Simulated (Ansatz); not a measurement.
**Ga (hcp type): how the settings move a single-point run**

Aim: see which settings change the result for Ga (hcp type), by how much, and at what cost.

Computed with Ansatz 0.2.0 (reference: DFT, PBE, all-electron LAPW, scalar-relativistic, unless a step's input says otherwise).

1 further run of the same task is left out (it didn't finish).

**1. Starting point**

Symmetry: P6_3/mmc, No. 194, hexagonal system. Conventional cell: a = 3.011 Å, b = 3.011 Å, c = 4.866 Å, α = 90.00°, β = 90.00°, γ = 120.00°. Ga (site symmetry -6m2) has 12 Ga at 2.99 to 3.01 Å as nearest neighbours.

As a file:

```
Ga
1.0
     3.01103    0.00000    0.00000
    -1.50552    2.60763    0.00000
     0.00000    0.00000    4.86610
Ga
2
Direct
  0.33333 0.66667 0.25000
  0.66667 0.33333 0.75000
```

**2. Baseline**

File input.yaml:

```yaml
crystal:
  lattice:
    - [3.0110321222, 0.0, 0.0]
    - [-1.5055160611, 2.6076303094, 0.0]
    - [0.0, 0.0, 4.8660975386]
  atoms:
    - { symbol: Ga, position: [0.3333333333, 0.6666666667, 0.25] }
    - { symbol: Ga, position: [0.6666666667, 0.3333333333, 0.75] }
kpoints:
  mp_grid: { grid: [18, 18, 10] }
  band_path:
    path:
      - [0.0, 0.0, 0.0]
      - [0.5, 0.0, 0.0]
      - [0.3333333333, 0.3333333333, 0.0]
      - [0.0, 0.0, 0.0]
      - [0.0, 0.0, 0.5]
      - [0.5, 0.0, 0.5]
      - [0.3333333333, 0.3333333333, 0.5]
      - [0.0, 0.0, 0.5]
      - [0.5, 0.0, 0.5]
    npoints: 14
scf:
  occupations: { method: fermi_dirac, width: 0.05 }
hamiltonian:
  xc: pbe
  pseudopotentials: { kind: all_electron, lapw: { basis_error: 0.0005 } }
output:
  forces: true
  stress: true
  eigenvalues: true
  fatbands: true
  populations: true
  dos: { projected: true, de: 0.2, e_range: [-14, 8] }
```

On the command line:

```
> ansatz run input.yaml --threads 1 --pin off --max-ram 2048MiB --backend cpu --events-out ev --progress --plain --runs-dir out
```

**3. Changing settings: starting moments, mp_grid.grid [12, 12, 7], xc lda, spin_polarized true**

File input.yaml:

```yaml
crystal:
  lattice:
    - [3.0110321222, 0.0, 0.0]
    - [-1.5055160611, 2.6076303094, 0.0]
    - [0.0, 0.0, 4.8660975386]
  atoms:
    - { symbol: Ga, position: [0.3333333333, 0.6666666667, 0.25], spin: 3.0 }
    - { symbol: Ga, position: [0.6666666667, 0.3333333333, 0.75], spin: 3.0 }
kpoints:
  mp_grid: { grid: [12, 12, 7] }
  band_path:
    path:
      - [0.0, 0.0, 0.0]
      - [0.5, 0.0, 0.0]
      - [0.3333333333, 0.3333333333, 0.0]
      - [0.0, 0.0, 0.0]
      - [0.0, 0.0, 0.5]
      - [0.5, 0.0, 0.5]
      - [0.3333333333, 0.3333333333, 0.5]
      - [0.0, 0.0, 0.5]
      - [0.5, 0.0, 0.5]
    npoints: 14
scf:
  occupations: { method: fermi_dirac, width: 0.05 }
hamiltonian:
  xc: lda
  pseudopotentials: { kind: all_electron, lapw: { basis_error: 0.0005 } }
output:
  forces: true
  stress: true
  eigenvalues: true
  populations: true
magnetization:
  spin_polarized: true
```

**Question.** What will these runs give? Wanted: for each run, ending; energy change; pressure; gap; force.

The runs gave:

```tsv
run	ending	energy change	pressure (GPa)	gap (eV)	force (eV/Å)	cycles	time
reference	converged	-	0.0	0.00	0.00	7	57 s
1: starting moments, mp_grid.grid [12, 12, 7], xc lda, spin_polarized true	converged	not comparable	-5.1	0.00	0.00	15	83 s
```

Times don't compare one to one where runs were asked for different outputs or read a saved state (see the inputs); cycles may leave out searches for a lower state.

Residual by cycle in the longest SCF loop of each run; runs are numbered as in the table. The quantity is the density residual dr2, in eV.

```tsv
cycle	reference	run 1
1	0.00976	0.00758
2	0.00367	0.00424
4	8.8e-4	6.9e-4
5	9.0e-5	4.3e-4
6	1.4e-6	1.7e-5
7	1.9e-8	2.2e-5
9	-	8.0e-6
10	-	1.1e-6
11	-	3.4e-7
12	-	2.4e-7
14	-	6.3e-9
15	-	1.5e-10
```

**Reading.** Total energies don't compare across a change of functional; the pressure goes from 0.0 to -5.1 GPa. The spin polarisation and k-point mesh changed too.
